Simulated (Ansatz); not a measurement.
## ZnCu under changes of volume

One of the cells (12.771 Å³/atom); the others are scaled copies at fixed shape and fractional positions:

```
Zn Cu
1.0
     2.94500    0.00000    0.00000
     0.00000    2.94500    0.00000
     0.00000    0.00000    2.94500
Zn Cu
1 1
Cartesian
  1.4725 1.4725 1.4725
  0.0000 0.0000 0.0000
```

* Program: Ansatz 0.2.0
* Functional: r2SCAN
* Potentials or basis: Ansatz PAW
* Cutoff: 500 eV (not typed: the program's choice for these potentials)
* k mesh: 9 × 9 × 9
* Occupations: fermi-dirac, width 0.05 eV
* Spin: no spin polarisation

| volume (Å³/atom) | energy over the lowest point (meV/atom) | pressure (GPa) |
| --- | --- | --- |
| 12.005 | ? | ? |
| 12.260 | 1.21 | 2.2 |
| 12.516 | 0.00 | -0.6 |
| 12.771 | 3.05 | -3.1 |
| 13.026 | 9.87 | -5.4 |
| 13.282 | 20.03 | -7.3 |
| 13.537 | 33.13 | -9.0 |

Q: What does the run at 12.005 Å³/atom give?

A: Energy over the lowest point 7.25 meV/atom; pressure 5.4 GPa.

Worked out: A Birch-Murnaghan fit of order 3 (a polynomial in V^(-2/3)) to the other rows has its minimum at 12.46 Å³/atom with B0 = V·E''(V) = 134 GPa and B' = 4.9. It gives 7.21 meV/atom at 12.005 Å³/atom, against the run's 7.25, and -dE/dV = 5.4 GPa, against 5.4.

Energies are extrapolated to zero smearing.

Caveats: the PAW data sets come from PBE, with cores solved anew for the run's functional, which leaves a small shift of forces and pressure.
